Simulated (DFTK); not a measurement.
The system is Ag.

```
Ag
1.0
    -1.65565    1.65565    1.65565
     1.65565   -1.65565    1.65565
     1.65565    1.65565   -1.65565
Ag
1
Direct
  0.00000 0.00000 0.00000
```

This isn't the form of Ag at room conditions, which is fcc.

* Program: DFTK 0.8.2
* Task: single point
* Functional: PBE
* Potentials or basis: dojo.nc.sr.pbe.v0_4_1.standard.upf (PBE)
* Cutoff: 1116 eV
* k mesh: 11 × 11 × 11
* Occupations: fermi-dirac, width 0.05 eV
* Spin: no spin polarisation

On this cell: pressure -1.0 GPa; band gap on the k mesh none (metal or under the smearing width).

The same run follows on a disturbed copy (cell strained at random at fixed volume):

```
Ag
1.0
    -1.66744    1.70967    1.67800
     1.64484   -1.66248    1.60821
     1.64974    1.64478   -1.63081
Ag
1
Direct
  0.00036 0.98336 0.99733
```

Q: What does the disturbed cell give?

A: The energy (extrapolated to zero smearing) moves by +2.6 meV/atom; pressure -1.0 GPa; band gap on the k mesh none (metal or under the smearing width).

Stress tensor (GPa, compression positive):
```
-1.01  0.53  0.65
 0.53 -0.74 -1.55
 0.65 -1.55 -1.15
```
